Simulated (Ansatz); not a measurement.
Loss of HF: C4H9F → C4H8 + HF

Species: C4H9F (1-fluorobutane) `CCCCF`, singlet; C4H8 (1-butene) `C=CCC`, singlet; HF (hydrogen fluoride), singlet. 

Shapes, held fixed at every level: PBE0-D4/def2-TZVP. Flexible molecules stand in one conformer, not always the lowest. Programs: Ansatz 0.2.0. Electronic energies: no zero-point or thermal term.

Task: Estimate ΔE of this reaction.

Result: The highest level, CCSD(T)/CBS estimate, gives ΔE = +50.7 kJ/mol; the levels span +50.7 to +77.0. The column of differences is taken from that level and isn't an error. No measured value is set beside it here. The CBS estimate extrapolates MP2 from def2-TZVPP and def2-QZVPP and adds CCSD(T) − MP2 in the triple-zeta set, cores frozen. Times are processor times on shared x86 and Arm servers, and rough.

```json
{"level": "HF/def2-TZVPP", "kind": "Hartree–Fock", "ΔE (kJ/mol)": "+52.2", "less CCSD(T)/CBS estimate": "+1.5", "CPU time (sum over the molecules)": "–"}
{"level": "PBE-D4/def2-TZVPP", "kind": "GGA", "ΔE (kJ/mol)": "+64.0", "less CCSD(T)/CBS estimate": "+13.3", "CPU time (sum over the molecules)": "16 s"}
{"level": "r2SCAN-D4/def2-TZVPP", "kind": "meta-GGA", "ΔE (kJ/mol)": "+68.8", "less CCSD(T)/CBS estimate": "+18.1", "CPU time (sum over the molecules)": "29 s"}
{"level": "wB97M-V/def2-TZVPP", "kind": "range-separated hybrid", "ΔE (kJ/mol)": "+65.2", "less CCSD(T)/CBS estimate": "+14.5", "CPU time (sum over the molecules)": "63 s"}
{"level": "wB97X-V/def2-TZVPP", "kind": "range-separated hybrid", "ΔE (kJ/mol)": "+77.0", "less CCSD(T)/CBS estimate": "+26.3", "CPU time (sum over the molecules)": "43 s"}
{"level": "CCSD/def2-TZVPP", "kind": "coupled cluster or CI", "ΔE (kJ/mol)": "+55.4", "less CCSD(T)/CBS estimate": "+4.7", "CPU time (sum over the molecules)": "–"}
{"level": "CCSD(T)/CBS estimate", "kind": "coupled cluster or CI", "ΔE (kJ/mol)": "+50.7", "less CCSD(T)/CBS estimate": "0.0", "CPU time (sum over the molecules)": "25 min"}
```
